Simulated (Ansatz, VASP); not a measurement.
# GeSb2Te4: VASP beside Ansatz, part 2 of 2

One calculation is typed for both programs; each brings its own data sets. How far apart do they land? The cell is taken from a series of runs on this material, whose earlier steps may have relaxed, scaled, displaced or heated it; both programs get it as it stands.

VASP 6.6.1 and Ansatz 0.2.0.

So far: The structure; VASP: single point, HSE06.

### 3. Ansatz: single point, HSE06

Level of this step: Ansatz beside VASP: Kohn-Sham DFT, plane waves, HSE06 (Ansatz).

Ansatz runs on its PAW soft_1 files.

The same cell, functional and mesh now go to Ansatz, which takes its cutoff from its data sets.

input.yaml

```yaml
crystal:
  lattice:
    - [2.1547300807, 1.2440339921, 14.4529646614]
    - [-2.1547300807, 1.2440339921, 14.4529646614]
    - [0.0, -2.4880679842, 14.4529646614]
  atoms:
    - { symbol: Ge, position: [0.5728522111, 0.5728522111, 0.5728522111] }
    - { symbol: Sb, position: [0.4239922552, 0.4239922552, 0.4239922552] }
    - { symbol: Sb, position: [0.9977630096, 0.9977630096, 0.9977630096] }
    - { symbol: Te, position: [0.8739014353, 0.8739014353, 0.8739014353] }
    - { symbol: Te, position: [0.1300712016, 0.1300712016, 0.1300712016] }
    - { symbol: Te, position: [0.7103508074, 0.7103508074, 0.7103508074] }
    - { symbol: Te, position: [0.2910680799, 0.2910680799, 0.2910680799] }
kpoints:
  mp_grid: { grid: [4, 4, 4] }
  band_path:
    path:
      - [0.0, 0.0, 0.0]
      - [0.5, 0.5, 0.5]
      - [0.82799106, 0.17200894, 0.5]
      - [0.5, -0.17200894, 0.17200894]
      - [0.5, 0.0, 0.0]
      - [0.33600447, -0.33600447, 0.0]
      - [0.66399553, 0.0, 0.33600447]
      - [0.5, 0.0, 0.5]
      - [0.1, 0.0, 0.0]
      - [0.532799106, 0.467200894, 0.5]
      - [0.033600447, -0.033600447, 0.0]
    npoints: 1
hamiltonian:
  xc: hse06
  pseudopotentials: { kind: paw, azcp: { folder: soft_1 } }
scf:
  occupations: { method: fixed }
  n_extra_bands: 6
output:
  eigenvalues: true
```

On the command line:

```
$ ansatz run input.yaml --threads 3 --pin off --max-ram 92160MiB --backend cuda --events-out ev --progress --plain --runs-dir out --devices 1 --max-vram 13GiB
```

Numbers of over 12 decimals in the logs are rounded to 6 here.

What it wrote:

```text
basis.fft_grid_basis auto: the FFT boxes are laid along the combinations [[1, 0, -1], [0, 1, -1], [0, 0, 1]] of the cell's own vectors, 4.309, 4.309 and 14.666 Å long. The dense box has 30×30×100 points. Along the cell's own vectors, as sized, it would have 100×100×100, 11.11 times as many. Of the 6 symmetry operations that the crystal satisfies within crystal.symmetry.tolerance (time reversal apart; of a slab, those [...]
scf.n_extra_bands = 6 over 54 filled bands (N_el = 108.0): the run solves 60 bands
GPUs: using 1 of 1 available (devices: 1).
Engine: ansatz 0.2.0, x86_64-unknown-linux-gnu
Pseudopotentials: kind: paw
Pseudopotential: Ge, paw, valence charge 14, recommended cutoff 420 eV (normal), soft_1/Ge.paw.azcp
Pseudopotential: Sb, paw, valence charge 15, recommended cutoff 420 eV (normal), soft_1/Sb.paw.azcp
Pseudopotential: Te, paw, valence charge 16, recommended cutoff 420 eV (normal), soft_1/Te.paw.azcp
Functional definition: HSE06
  parameter a = 0.25
  parameter omega = 0.11/bohr
  exchange = pbe_x - a*pbe_x_sr(omega) + a*exact_x_sr(omega)
  correlation = pbe_c
davidson cushion auto → on  (no smearing: the cushion is to keep the highest requested band from converging to the state above it; pin scf.eigensolver.cushion to override)
device memory: the entry about to start is reckoned to put 4.1 GiB on a device that reports 24.5 GiB free (of which the cap on the GPU budget leaves the run 13.0 GiB)
GPU FFT provider: cuFFT
GPU libraries: cuBLAS 13.8.2, cuFFT 12.4.0, cuSOLVER 12.3.4
Crystal: 7 atoms, lattice volume = 232.452 Å³
Basis set: ecut = 420 eV, 4543 PW (Γ), FFT grids on a1−a3, a2−a3, a3
Bands: 60, of which v1, the nominal top of the filled ones, is band 54 counted from 1 (53 counted from 0)
Symmetry: 6 space group operations
Space group: R3m (ITA 160), of the structure as read, at distance tolerance 6.1e-5 Å
k-points: 13 of 64 (time reversal used)
Non-local potential: Ge, projectors of the file, l = 0: 2, l = 1: 2, l = 2: 3, l = 3: 1
Non-local potential: Sb, projectors of the file, l = 0: 2, l = 1: 2, l = 2: 2, l = 3: 1
Non-local potential: Te, projectors of the file, l = 0: 2, l = 1: 2, l = 2: 2, l = 3: 1
PAW form: soft (Blöchl's): semilocal exchange-correlation on the pseudo side does not see the compensation charge
PAW frozen core: Ge, regenerated for the run's functional, and the local potential with it (the file was generated under x = pbe(κ = 0.804, μ = 0.219515), c = pbe(β = 0.066725))
PAW frozen core: Sb, regenerated for the run's functional, and the local potential with it (the file was generated under x = pbe(κ = 0.804, μ = 0.219515), c = pbe(β = 0.066725))
PAW frozen core: Te, regenerated for the run's functional, and the local potential with it (the file was generated under x = pbe(κ = 0.804, μ = 0.219515), c = pbe(β = 0.066725))
PAW one-centre angular grid: Ge, 590 points (default); XC on 64 Gauss nodes
PAW one-centre angular grid: Sb, 590 points (default); XC on 64 Gauss nodes
PAW one-centre angular grid: Te, 590 points (default); XC on 64 Gauss nodes
Initial density: superposition of atomic densities (chi_scale 0.1, normalization cell, long waves kept (reshape's long-wave potential 0.11 eV rms))
Initial wavefunctions: pseudopotential atomic-orbital guess
GPU buffer pool allocated for 90000 grid points (all kernels)
GPU transforms: local potential and band sums: pruned to the plane-wave sphere, on 30×30×100
Functional: x = pbe(κ = 0.804, μ = 0.219515), c = pbe(β = 0.066725), warm-up for x = pbe(κ = 0.804, μ = 0.219515) + 0.25 (exact − pbe) at short range (hse, ω = 0.207870 Å⁻¹), c = pbe(β = 0.066725); HSE06 as pw.x's `hse` composes it (authors' and Libxc's form: `xc: wpbeh`)
SCF iter   1: F=—  HF=-45185.140309 eV  |F-HF|=—  |Δ(HF+E_count)|=         —  Δρ=1.50e-2  dr2=2.03e0  ethr=1.00e-1  ⟨swp⟩=4.3  Hψ=2043  notcnv=0
preconditioner: auto → none  [insulator: Δε(μ)=0.608 eV  Ē_g=7.171 eV  n_scr=58 (ndim 8)  ℏωp=15.0 eV  f_vac=0.026]
SCF iter   2: F=—  HF=-45188.518066 eV  |F-HF|=—  |Δ(HF+E_count)|=    3.38e0  Δρ=3.14e-2  dr2=6.41e1  ethr=1.88e-3  ⟨swp⟩=6.1  Hψ=2307  notcnv=0  defer=3
SCF iter   3: F=—  HF=-45185.482481 eV  |F-HF|=—  |Δ(HF+E_count)|=    3.04e0  Δρ=1.05e-2  dr2=4.24e0  ethr=1.88e-3  ⟨swp⟩=4.3  Hψ=2020  notcnv=0
SCF iter   4: F=—  HF=-45185.210921 eV  |F-HF|=—  |Δ(HF+E_count)|=   2.72e-1  Δρ=6.28e-3  dr2=4.42e-1  ethr=1.88e-3  ⟨swp⟩=2.9  Hψ=1749  notcnv=0
SCF iter   5: F=—  HF=-45185.200845 eV  |F-HF|=—  |Δ(HF+E_count)|=   1.01e-2  Δρ=4.15e-3  dr2=6.25e-1  ethr=4.09e-4  ⟨swp⟩=3.2  Hψ=1794  notcnv=0
[...]
SCF iter  10: F=—  HF=-45185.157743 eV  |F-HF|=—  |Δ(HF+E_count)|=   1.13e-5  Δρ=1.12e-4  dr2=3.72e-5  ethr=1.23e-7  ⟨swp⟩=3.1  Hψ=2079  notcnv=0
SCF iter  11: F=-45185.157736 eV  HF=-45185.157741 eV  |F-HF|=5.29e-6  |Δ(HF+E_count)|=   1.33e-6  Δρ=4.52e-5  dr2=6.88e-6  ethr=3.45e-8  ⟨swp⟩=3.2  Hψ=1893  notcnv=0
SCF 1 stopped early in 11 iterations: F = -45185.157736 eV  dr2 = 6.88e-6
  greatest PAW one-centre occupation: 0.998 electrons in one spin orbital (limit 2), on the Ge atom at site 0 (counted from 0), in its partial waves of l = 2
device memory: the entry about to start is reckoned to put 5.0 GiB (of the 5.1 GiB reckoned in all, the device holds 0.1 GiB already) on a device that reports 21.7 GiB free (of which the cap on the GPU budget leaves the run 12.9 GiB)
GPU FFT provider: cuFFT
GPU libraries: cuBLAS 13.8.2, cuFFT 12.4.0, cuSOLVER 12.3.4
Initial density: handed on by an earlier stage of this run
Initial wavefunctions: those handed on with the density
GPU buffer pool allocated for 90000 grid points (all kernels)
GPU transforms: local potential and band sums: pruned to the plane-wave sphere, on 30×30×100
Functional: x = pbe(κ = 0.804, μ = 0.219515) + 0.25 (exact − pbe) at short range (hse, ω = 0.207870 Å⁻¹), c = pbe(β = 0.066725); HSE06 as pw.x's `hse` composes it (authors' and Libxc's form: `xc: wpbeh`)
Exchange kernel: α = 0.2500, screened, ω = 0.2079 Å⁻¹, Wigner–Seitz truncation, v(0) = 1040.7563 eV·Å³, q-mesh 4×4×4, nearest image of the exchange supercell L = 17.24 Å, pair-density grid 25×25×100, without the augmentation charges, whose exchange is taken in its separable form by FFT convolution over the k-point mesh (the finest that the files' search goes to), smooth part of the exact exchange by density-matrix convolution in up to 8.85 GiB of GPU memory as planned if the GPU has room (build and FFT work areas not counted)
Frozen-core exchange: fock
SCF iter   1: F=—  HF=-45211.812864 eV  |F-HF|=—  |Δ(HF+E_count)|=         —  Δρ=4.49e-3  dr2=9.94e-2  ethr=6.37e-8  ⟨swp⟩=9.3  Hψ=4730  notcnv=0
preconditioner: auto → none  [insulator: Δε(μ)=0.530 eV  Ē_g=8.111 eV  n_scr=58 (ndim 8)  ℏωp=15.0 eV  f_vac=0.037]
SCF iter   2: F=—  HF=-45211.788813 eV  |F-HF|=—  |Δ(HF+E_count)|=   2.41e-2  Δρ=1.38e-3  dr2=1.60e-2  ethr=6.37e-8  ⟨swp⟩=7.0  Hψ=3813  notcnv=0
SCF iter   3: F=—  HF=-45211.809766 eV  |F-HF|=—  |Δ(HF+E_count)|=   2.10e-2  Δρ=1.19e-3  dr2=7.30e-3  ethr=6.37e-8  ⟨swp⟩=6.1  Hψ=3635  notcnv=0
[...]
SCF iter   7: F=—  HF=-45211.809413 eV  |F-HF|=—  |Δ(HF+E_count)|=   1.14e-4  Δρ=6.30e-5  dr2=3.80e-5  ethr=6.37e-8  ⟨swp⟩=4.0  Hψ=2196  notcnv=0
SCF iter   8: F=-45211.809406 eV  HF=-45211.809409 eV  |F-HF|=2.44e-6  |Δ(HF+E_count)|=   3.66e-6  Δρ=2.47e-5  dr2=1.37e-5  ethr=2.55e-8  ⟨swp⟩=2.8  Hψ=1731  notcnv=0
SCF 2 stopped early in 8 iterations: F = -45211.809406 eV  dr2 = 1.37e-5
hybrid outer 1: dexx = +2.664e-2 eV, tail = 1.80e-4 eV
GPU FFT provider: cuFFT
GPU libraries: cuBLAS 13.8.2, cuFFT 12.4.0, cuSOLVER 12.3.4
GPU buffer pool allocated for 90000 grid points (all kernels)
GPU transforms: local potential and band sums: pruned to the plane-wave sphere, on 30×30×100
Exchange kernel: α = 0.2500, screened, ω = 0.2079 Å⁻¹, Wigner–Seitz truncation, v(0) = 1040.7563 eV·Å³, q-mesh 4×4×4, nearest image of the exchange supercell L = 17.24 Å, pair-density grid 25×25×100, without the augmentation charges, whose exchange is taken in its separable form by FFT convolution over the k-point mesh (the finest that the files' search goes to), smooth part of the exact exchange by density-matrix convolution in up to 8.85 GiB of GPU memory as planned if the GPU has room (build and FFT work areas not counted)
Frozen-core exchange: fock
SCF iter   1: F=—  HF=-45211.808510 eV  |F-HF|=—  |Δ(HF+E_count)|=         —  Δρ=4.38e-5  dr2=1.21e-5  ethr=8.35e-7  ⟨swp⟩=3.2  Hψ=1788  notcnv=0
preconditioner: auto → none  [insulator: Δε(μ)=0.493 eV  Ē_g=8.101 eV  n_scr=58 (ndim 8)  ℏωp=15.0 eV  f_vac=0.038]
SCF iter   2: F=—  HF=-45211.808515 eV  |F-HF|=—  |Δ(HF+E_count)|=   5.66e-6  Δρ=3.79e-5  dr2=5.82e-5  ethr=1.04e-8  ⟨swp⟩=4.0  Hψ=2448  notcnv=0
SCF iter   3: F=—  HF=-45211.808510 eV  |F-HF|=—  |Δ(HF+E_count)|=   5.64e-6  Δρ=1.55e-5  dr2=2.63e-6  ethr=1.04e-8  ⟨swp⟩=4.0  Hψ=1919  notcnv=0
SCF iter   4: F=—  HF=-45211.808513 eV  |F-HF|=—  |Δ(HF+E_count)|=   3.55e-6  Δρ=1.43e-5  dr2=2.23e-6  ethr=1.76e-9  ⟨swp⟩=5.0  Hψ=2058  notcnv=0  defer=2
SCF iter   5: F=—  HF=-45211.808513 eV  |F-HF|=—  |Δ(HF+E_count)|=   2.59e-7  Δρ=4.06e-6  dr2=2.53e-7  ethr=1.76e-9  ⟨swp⟩=3.0  Hψ=1764  notcnv=0
SCF iter   6: F=—  HF=-45211.808513 eV  |F-HF|=—  |Δ(HF+E_count)|=   1.40e-8  Δρ=2.50e-6  dr2=1.20e-7  ethr=2.01e-10  ⟨swp⟩=3.0  Hψ=1841  notcnv=0
iter 7 solved again at ethr=1.67e-12 eV; its pass at ethr=7.78e-11 eV (dr2=1.80e-9 eV) is discarded
SCF iter   7: F=-45211.808513 eV  HF=-45211.808513 eV  |F-HF|=2.55e-10  |Δ(HF+E_count)|=   6.56e-9  Δρ=1.45e-6  dr2=3.73e-8  ethr=1.67e-12  ⟨swp⟩=4.0  Hψ=3916  notcnv=0
SCF 3 converged in 7 iterations: F = -45211.808513 eV  dr2 = 3.73e-8
hybrid outer 2: dexx = +4.194e-6 eV, tail = 1.53e-7 eV, Δε = 3.49e-3 eV (about 1.54e-4 eV left of the loop's levels)
device memory: the entry about to start is reckoned to put 1.5 GiB on a device that reports 33.4 GiB free (of which the cap on the GPU budget leaves the run 13.0 GiB)
NSCF: frozen V_eff on 11 k-points
hybrid SCF converged: 2 outer / 15 inner (+11 warm-up), last move |dexx| = 4.19e-6 eV, tail = 1.53e-7 eV
Stability not checked: this state was not tested for a lower state beside it, because the functional holds exact exchange (a hybrid, or Hartree-Fock), whose exchange loop this test does not read (fock_operator; see scf.lower_state_search)
Free energy (F): -45211.808513 eV
Frozen-core exchange: fock
Harris-Foulkes:  -45211.808513 eV  (|F-HF|=2.55e-10)
Internal energy: -45211.808513 eV  (E = F + TS)
E sigma→0 (E₀):  -45211.808513 eV
Fermi energy:    8.073886 eV
--- Per-component energies (eV) ---
  E_band       = -1858.318098
  E_kinetic    = 1092.864516
  E_local      = -12842.908526  (includes V_loc(G=0)·N_el)
  E_nonlocal   = 1238.798719
  E_hartree    = 6051.646196
  E_xc         = -611.374680
  E_vxc        = -524.744908  (∫ρ·V_xc dr)
  E_exx        = -314.824074  (= α·E_x^exact, valence–valence)
  E_paw        = -29629.533098  (= ΣΔE_a)
  E_vpaw       = -2295.973067  (= ΣTr[D̂ρ^β])
  E_aug_tail   = 0.000650  (compensation charges beyond the density's cutoff)
  E_ewald      = -10195.440689
  E_core_change = -1.037528  (= ΣΔE_core)
  E_smearing   = -0.000000  (= −TS)
  E_closure    = -0.000000  (closes the sum)
  Σ components = -45211.808513   (vs F -45211.808513, Δ=-7.28e-12)
--- Band table (eV; the first three rows and the last of 13) ---
  k-point 0: bands = [... 50 lower, 6.6383, 6.6383, 7.1883, 7.9460, 8.6249, 8.7886, 8.7886, 9.8104, ... 2 higher]
  k-point 1: bands = [... 50 lower, 6.1089, 6.6127, 7.1774, 7.5760, 9.1610, 9.3525, 9.7536, 10.3763, ... 2 higher]
  k-point 2: bands = [... 50 lower, 6.1243, 6.3294, 6.4939, 6.8982, 9.1225, 9.2254, 9.5029, 10.3310, ... 2 higher]
  k-point 12: bands = [... 50 lower, 6.6993, 6.6993, 6.8400, 8.0739, 8.5678, 8.7430, 8.7430, 9.8677, ... 2 higher]
```

### 4. Differences

Known differences besides the potentials themselves: exact exchange at q = 0 is treated differently, which shows on coarse meshes; VASP keeps PBE cores, Ansatz makes them for the functional; fixed occupations in Ansatz, narrow Gaussian smearing in VASP; the data sets hold 108 valence electrons in Ansatz (on its PAW soft_1 files) and 48 in VASP; the cutoff is 420 eV in Ansatz and 410 eV in VASP; VASP takes a coarser grid for exact exchange (PRECFOCK = Fast). Total energies have different zeros and are not compared.

Both answers:

| quantity | Ansatz | VASP | difference |
| --- | --- | --- | --- |
| gap on the k mesh (eV) | 0.494 | 0.469 | +0.025 |

A gap on the mesh is an upper bound, since the band edges may lie between its points.

### 5. What came out

```yaml
difference_in_gap_on_the_k_mesh_single_point_hse06: 0.025 eV
```

The difference in gap on the k mesh is 0.025 eV (single point, HSE06), within the 0.08 eV picked in this series as the mark of a large difference. The data sets hold unlike numbers of valence electrons (108 in Ansatz and 48 in VASP), so part of the differences comes from the potentials. Such differences can come from data sets, numerical settings and the points named under the comparisons, not from the functional's error against experiment.

[Lines on the potential files, build, host, timing and source positions are cut from VASP's logs without a mark.]

[Logs are printed without paths, hosts, clocks, repeated set-up lines and the standing remarks that a program may print on its own settings, such as how far it seeks lower states.]

[Hosts, paths, dates, database ids (printed as entryN), source tags and the programs' standing remarks are cut or masked in the printed files.]
